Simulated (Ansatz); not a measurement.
# Phonons of Hf-Mg stack of (100) layers, part 3 of 3

The plan: relax Hf-Mg stack of (100) layers, check its phonons, and, if the lattice is stable, compute its Eliashberg function and ρ(T).

Ansatz 0.2.0; DFT PBEsol, scalar-relativistic, plane waves, PAW.

So far, highest frequency, solved or plainly interpolated (cm⁻¹): step 5 (phonons by linear response: q 2×2×1, k 6×6×1) 302. Also lowest on path (cm⁻¹): step 5 -98.0.

### Step 6. Phonons: q 2×2×1, k 8×8×1 (continued)

No LO-TO term; unit eigenvectors of the mass-weighted matrix. The modes at Γ (shares of kinetic energy by element, %):

```tsv
mode	frequency (cm⁻¹)	symmetry	Hf %	Mg %
1	0.0	unnamed	88	12
2	0.0	unnamed	88	12
3	0.0	unnamed	88	12
4	161.6	E	12	88
5	161.6	E	12	88
6	202.1	A1	12	88
```

Displacements in mode 4 (161.6 cm⁻¹), the largest set to 1:
```
Hf1 -0.14  0.00  0.00
Mg2  1.00  0.00  0.00
```

Displacements in mode 6 (202.1 cm⁻¹), the largest set to 1:
```
Hf1  0.00  0.00 -0.14
Mg2  0.00  0.00  1.00
```

Among the solved wavevectors the lowest mode, translations apart, is -38.9 cm⁻¹, imaginary.

### Step 7. Resistivity: q 2×2×1, k 8×8×1, scattering 12×12×1

Phonons, couplings and the Boltzmann equation in one run.

input.yaml

```yaml
crystal:
  lattice:
    - [2.9276808977, 0.0, 0.0]
    - [0.0, 2.9276808977, 0.0]
    - [0.0, 0.0, 28.3312773112]
  atoms:
    - { symbol: Hf, position: [0.0, 0.0, 0.195248293] }
    - { symbol: Mg, position: [0.5, 0.5, 0.2729847434] }
  periodic: [true, true, false]
kpoints:
  mp_grid: { grid: [8, 8, 1] }
hamiltonian:
  xc: pbesol
scf:
  occupations: { method: methfessel_paxton, width: 0.2 }
output:
  eigenvalues: true
phonons:
  method: dfpt
  qmesh: [2, 2, 1]
  temperatures: { t_max: 1000, t_step: 50 }
  qpath:
    path: [[0.0, 0.0, 0.0], [0.0, 0.5, 0.0], [0.5, 0.5, 0.0], [0.0, 0.0, 0.0]]
    npoints: 10
  electrical_resistivity:
    mesh: [12, 12, 1]
    temperatures: [20.0, 50.0, 77.0, 100.0, 150.0, 200.0, 300.0, 400.0, 600.0, 800.0]
```

Run with:

```sh
ansatz run input.yaml --threads 4 --pin off --max-ram 16384MiB --backend cpu --events-out ev --progress --plain --runs-dir out
```

Numbers of over 12 decimals in the logs are rounded to 6 here.

Output:

```text
[the first part of the log is left out]
  E_nonlocal   = -1142.449169
  E_hartree    = 42901.738964
  E_xc         = -325.204913
  E_vxc        = -301.562477  (∫ρ·V_xc dr)
  E_paw        = -7087.956633  (= ΣΔE_a)
  E_vpaw       = 1393.273512  (= ΣTr[D̂ρ^β])
  E_aug_tail   = -0.000006  (compensation charges beyond the density's cutoff)
  E_ewald      = 34918.699568
  E_core_change = 1.309954  (= ΣΔE_core)
  E_smearing   = -0.007959  (= −TS)
  E_closure    = -0.000000  (closes the sum)
  Σ components = -17508.118169   (vs F -17508.118169, Δ=0.00e0)
--- Band table (eV; the first three rows and the last of 15) ---
  k-point 0: bands = ["-78.8295", "-65.6494", "-45.7960", "-45.7354", "-45.7354", "-34.4799", "-33.8415", "-33.8415", "-15.6474", "-15.6154", "-15.6020", "-15.6020", "-15.5674", "-15.5442", "-15.5442", "-10.0457", "-7.3931", "-4.9397", "-3.7938", "-3.6383", "-0.6782", "0.2687"]
  k-point 1: bands = ["-78.8290", "-65.6414", "-45.7954", "-45.7421", "-45.7349", "-34.4651", "-33.9765", "-33.8300", "-15.6443", "-15.6102", "-15.6061", "-15.5994", "-15.5695", "-15.5581", "-15.5394", "-9.6942", "-7.0675", "-4.6300", "-3.7457", "-3.4692", "-0.6389", "-0.2119"]
  k-point 2: bands = ["-78.8278", "-65.6218", "-45.7938", "-45.7581", "-45.7336", "-34.4293", "-34.2915", "-33.8023", "-15.6391", "-15.6172", "-15.5945", "-15.5942", "-15.5865", "-15.5746", "-15.5260", "-8.7708", "-6.2547", "-4.0281", "-3.8631", "-2.8408", "-0.9953", "0.3899"]
  k-point 14: bands = ["-78.8227", "-65.5399", "-45.7870", "-45.7757", "-45.7757", "-34.5968", "-34.5968", "-34.2839", "-15.6360", "-15.6360", "-15.6040", "-15.6005", "-15.5535", "-15.5535", "-15.5432", "-6.3948", "-4.1043", "-4.1043", "-2.2362", "-0.1809", "-0.1809", "1.7215"]
--- Phonons (Γ-DFPT): 4 representative perturbations + reference (Σ response iterations 20) ---
  ASR residual: 2.246e-5 → 0.000e0 eV/Å²; symmetrization residual: 3.719e-8 eV/Å²
  ASR residual per site (eV/Å²): 2.25e-5 6.29e-6
  Γ frequencies (cm⁻¹): 0.00 0.00 0.00 161.62 161.62 202.12
--- Phonons (arbitrary-q DFPT): 3 irreducible q on the 2×2×1 mesh ---
  q = [0.0000, 0.0000, 0.0000] (star 1, of the zone-centre solve; hermiticity 2.31e-8, symmetrization 1.75e-11): -0.00 -0.00 0.00 161.62 161.62 202.12
  q = [0.0000, -0.5000, 0.0000] (star 2, 6 solved perturbations on 25 of 64 k-point pairs; hermiticity 2.60e-8, symmetrization 7.83e-10): 40.42 42.11 115.89 127.21 224.05 307.42
  q = [-0.5000, -0.5000, 0.0000] (star 1, 4 solved perturbations in 80 linear systems a pass and spin channel, the states on 25 of 64 k-point pairs; hermiticity 1.57e-8, symmetrization 2.90e-10): -38.91 154.89 154.89 216.03 299.16 299.16
  sum rule: each row above includes the acoustic sum rule's correction from the zone centre's row sums; it moved no ω² by more than (0.27 cm⁻¹)²
  mesh force constants: q→R imaginary residual 7.78e-18; ASR residual 2.246e-5 → 0.000e0 eV/Å²; symmetrization residual 4.441e-15 eV/Å²
  interpolated dispersion: 31 rows × 6 modes
  density of states and harmonic sums: on the 22×22×1 q-mesh, interpolated from the force constants of a 2×2×1 supercell (no non-analytic term)
  largest difference from the sums on the solved wave vectors: F 1.99e-1 eV, S 2.67e-4 and C_V 6.84e-5 eV/K
  zero-point energy: 0.054949 eV/cell   skipped modes (ω ≤ 0): 20, of them read as no rigid motion or as one in doubt: 17 (2.004e-1 modes/cell left out, lowest -38.91 cm⁻¹)   left out of the sums: 3.44e-2 of the cell's modes: C_V's classical limit lies that fraction below 3 k_B per atom; for a crystal, a wire or a layer, F and S can be off by more, and a phonons.interpolated_qmesh denser along its periods is the remedy for the sampling
Error: electrical resistivity: the mode of lowest frequency at the wavevector [-0.5000, -0.5000, 0.0000] is imaginary, -38.91 cm⁻¹ (written negative): the force constants describe an unstable lattice; relax the structure, enlarge phonons.supercell (under dfpt, kpoints.mp_grid), or, with a block electrical_resistivity or superconductivity, name a file of force constants under which the crystal is stable (phonons.electron_phonon_force_constants)
The harmonic force constants that this run solved are whole in <dir>
```

Elapsed: 59 s, on 4 threads of Arm Neoverse V1, shared host; peak memory 0.91 GiB.

The run ended with an error.

The program's message: “electrical resistivity: the mode of lowest frequency at the wavevector [-0.5000, -0.5000, 0.0000] is imaginary, -38.91 cm⁻¹ (written negative): the force constants describe an unstable lattice; relax …”

The run stops because a mode is imaginary on the scattering mesh, where no scattering rate is defined; denser k meshes, other smearings and, between solved wavevectors, finer q meshes show whether the instability is real.

### Step 8. Results

| Item | Value |
| --- | --- |
| phonon run of the rows without a label of their own | PBEsol, q 2×2×1, k 8×8×1 |
| softest mode on the q mesh | -38.9 cm⁻¹ at q = (0.5, 0.5, 0) |
| highest frequency, solved or plainly interpolated | 307 cm⁻¹ |

What this shows: The lattice is dynamically unstable at this level: a mode at q = (0.5, 0.5, 0) is imaginary, 38.9i cm⁻¹, so no harmonic coupling constant or resistivity is defined for this structure. These meshes are coarse, and single modes of a metal can move by tens of cm⁻¹ with the k mesh. The mode is weak and these meshes are coarse, so a denser k mesh or another smearing could remove it. Spin–orbit coupling, left out here, matters for Hf. The structure was built by hand as an ordered model, and its stability against other phases was not tested.

[Logs are printed without paths, hosts, clocks, repeated set-up lines and the standing remarks that a program may print on its own settings, such as how far it seeks lower states.]

[Hosts, paths, dates, database ids (printed as entryN), source tags and the programs' standing remarks are cut or masked in the printed files.]
